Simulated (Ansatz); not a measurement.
## CoO under changes of volume

One of the cells (11.575 Å³/atom); the others are scaled copies at fixed shape and fractional positions:

```
Co O
1.0
     3.19765    0.00000    0.00000
    -1.59882    2.76924    0.00000
     0.00000    0.00000    5.22871
Co O
2 2
Direct
  0.33333 0.66667 0.50336
  0.00000 0.00000 0.00347
  0.33333 0.66667 0.87156
  0.00000 0.00000 0.37161
```

Measurements of this composition are mostly on another form, of space group No. 225.

* Program: Ansatz 0.2.0
* Functional: r2SCAN
* Potentials or basis: Ansatz PAW
* Cutoff: 500 eV (not typed: the program's choice for these potentials)
* k mesh: 10 × 10 × 5
* Occupations: fermi-dirac, width 0.05 eV
* Spin: collinear spin, ferromagnetic start
* Starting moments: [2.0, 2.0, 0.0, 0.0] μB

| volume (Å³/atom) | energy over the lowest point (meV/atom) | pressure (GPa) | gap on the mesh (eV) |
| --- | --- | --- | --- |
| 10.881 | 23.80 | 11.0 | 0.77 |
| 11.112 | 10.74 | 7.1 | 0.75 |
| 11.344 | ? | ? | ? |
| 11.575 | 0.00 | 0.5 | 0.72 |
| 11.807 | 1.35 | -2.3 | 0.71 |
| 12.038 | 6.60 | -4.9 | 0.70 |
| 12.270 | 15.38 | -7.2 | 0.68 |

Problem. What does the run at 11.344 Å³/atom give?

Solution. Energy over the lowest point 2.99 meV/atom; pressure 3.7 GPa; gap on the mesh 0.74 eV.

Worked out: A Birch-Murnaghan fit of order 3 (a polynomial in V^(-2/3)) to the other rows has its minimum at 11.62 Å³/atom with B0 = V·E''(V) = 147 GPa and B' = 4.2 at fixed shape and positions, which overstates the stiffness. It gives 2.96 meV/atom at 11.344 Å³/atom, against the run's 2.99, and -dE/dV = 3.7 GPa, against 3.7. A straight line through the other rows of the gap, of slope -0.71 eV per unit of ln V, gives 0.74 eV, against the run's 0.74.

Energies are extrapolated to zero smearing.

Caveats: the magnetic or orbital state may not be the lowest; odd divisions of the mesh miss points on the zone boundary, where band edges often lie, so the gap on the mesh can be too wide; the PAW data sets come from PBE, with cores solved anew for the run's functional, which leaves a small shift of forces and pressure; the starting moments weren't kept.

A mesh can miss the band edges.
